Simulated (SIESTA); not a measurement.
I:

```
CELL_PARAMETERS angstrom
3.63503 -2.39502 0.00000
3.63503 2.39502 0.00000
0.00000 0.00000 9.79344
ATOMIC_POSITIONS crystal
I 0.64930 0.35070 0.38440
I 0.14930 0.85070 0.11560
I 0.35070 0.64930 0.61560
I 0.85070 0.14930 0.88440
```

Base run:

```yaml
Program: SIESTA 5.4.2
Functional: PBE
Potentials_or_basis: PseudoDojo 0.4 standard (PBE files)
Basis: DZP (energy shift 0.003 Ry)
Grid_cutoff: 500 Ry
Energy_shift: 0.003 Ry
k_mesh: 7 × 7 × 3
Occupations: fermi-dirac, width 0.05 eV
Spin: no spin polarisation
```

Its results: band gap on the k mesh 1.18 eV, indirect (least direct gap 1.28 eV); pressure 2.2 GPa; largest force 1.375 eV/Å.

Task: The run is repeated on the same cell with these changes: functional from PBE to LDA; potentials or basis from PseudoDojo 0.4 standard (PBE files) to PseudoDojo 0.4 standard (LDA files). What comes out?

Result: Band gap on the k mesh 1.08 eV, indirect (least direct gap 1.19 eV); pressure -0.6 GPa; largest force 1.276 eV/Å.

Caveats: spin-orbit coupling is left out, which moves the levels of the heavy elements; the basis of atomic orbitals isn't converged, which shifts pressures, moduli and gaps; forces of over 1 eV/Å show positions far from the minimum, so gaps and moduli don't describe the material at rest; an odd mesh through Γ misses points on the zone boundary, where band edges often lie (some runs).
